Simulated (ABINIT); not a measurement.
Runs of ABINIT 10.8.3 (patched build) on TePb. Symmetry: Fm-3m, No. 225, cubic system. Conventional cell: a = 6.462 Å, b = 6.462 Å, c = 6.462 Å, α = 90.00°, β = 90.00°, γ = 90.00°. Around Pb (site symmetry m-3m) lie 6 Te at 3.23 Å. Te (site symmetry m-3m) is surrounded by 6 Pb at 3.23 Å. 

```csv
task,level,potentials or basis,cutoff (eV),fine-grid cutoff,pressure (GPa),V0 of scaled cells (Å³/atom),B0 (GPa)
band structure,r2SCAN,JTH PAW PBE v2.0 sp,490,979.61 eV,(c),-,-
equation of state,PW91,JTH PAW PBE v2.0 sp,408,816.342 eV,-,35.32,40
equation of state,LDA-VWN,JTH PAW LDA v2.0 sp,408,816.342 eV,-,32.51,50
equation of state,LDA,JTH PAW LDA v2.0 sp,408,816.342 eV,-,(b),50
equation of state,WC,JTH PAW PBE v2.0 sp,408,816.342 eV,-,(a),47
band structure,BLYP,JTH PAW PBE v2.0 sp,408,816.342 eV,5.5,-,-
```

Alike in all rows: no spin polarisation; cell as given; k mesh 7 × 7 × 7; smearing fermi-dirac 0.05 eV.

Q: Estimate the missing entries.

A: (a) 33.55; (b) 32.53; (c) 1.5.

Caveats: this set keeps more shells in the core, which shifts pressures and gaps; the PAW data sets were made with another functional, which shifts forces and pressure a little (some runs); pressures at fixed basis lie under the slope of the energies (some runs).

Runs at the PBE level aren't shown here.
